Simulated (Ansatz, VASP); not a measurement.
Two plane-wave programs on SiC

```xyz
4
Lattice="3.2269 0.0000 0.0000 -1.6135 2.7946 0.0000 0.0000 0.0000 4.9657" Properties=species:S:1:pos:R:3 pbc="T T T"
Si    0.0000    1.8631    1.2414
Si    1.6135    0.9315    3.7242
C     1.6135    0.9315    1.2414
C     0.0000    1.8631    3.7242
```

Alike in both runs: task single point; functional PBE; k mesh 9 × 9 × 4; occupations fermi-dirac, width 0.02 eV; no spin polarisation.

```csv
,VASP,Ansatz
version,VASP 6.6.1,Ansatz 0.2.0
potentials or method,"VASP PAW PBE potentials, release 64 (Si, C)","plane waves, PAW"
plane-wave cutoff (eV),520,420
valence electrons in the cell,16,16
```

Ansatz gave:

```
pressure (GPa)                                  : -10.8
largest component of the traceless stress (GPa) : 5.67
```

Task: Which values does VASP return?

Result: Pressure (GPa): -10.9; largest component of the traceless stress (GPa): 5.75.

With one functional, cell and mesh, what is left measures potentials, basis and numerics.
